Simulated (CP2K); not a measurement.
## Ti under changes of volume

One of the cells (17.636 Å³/atom); the others are scaled copies at fixed shape and fractional positions:

```
Ti
1.0
     2.95000    0.00000    0.00000
    -1.47500    2.55477    0.00000
     0.00000    0.00000    4.68000
Ti
2
Direct
  0.66667 0.33333 0.75000
  0.33333 0.66667 0.25000
```

- Program: CP2K 2026.2
- Functional: PBEsol
- Potentials or basis: POTENTIAL_UZH Ti GTH-PBE-q12; TZVP-MOLOPT-PBE-GTH basis
- Density cutoff: 6123 eV
- k mesh: 10 × 10 × 6
- Occupations: fermi-dirac, width 0.05 eV
- Spin: no spin polarisation

```csv
volume (Å³/atom),energy over the lowest point (meV/atom),pressure (GPa)
16.577,0.12,1.4
16.930,0.00,-1.1
17.283,?,?
17.636,14.97,-5.5
17.988,29.15,-7.4
18.341,47.31,-9.1
18.694,69.09,-10.6
```

Q: What does the run at 17.283 Å³/atom give?

A: Energy over the lowest point 5.10 meV/atom; pressure -3.4 GPa.

Worked out: A Birch-Murnaghan fit of order 3 (a polynomial in V^(-2/3)) to the other rows has its minimum at 16.76 Å³/atom with B0 = V·E''(V) = 118 GPa and B' = 3.4 at fixed shape and positions, which overstates the stiffness. It gives 5.10 meV/atom at 17.283 Å³/atom, against the run's 5.10, and -dE/dV = -3.4 GPa, against -3.4.

Energies are extrapolated to zero smearing.

Caveats: the potentials were made for another functional, which shifts forces and pressure; the basis of atomic orbitals isn't converged, which shifts pressures, moduli and gaps.
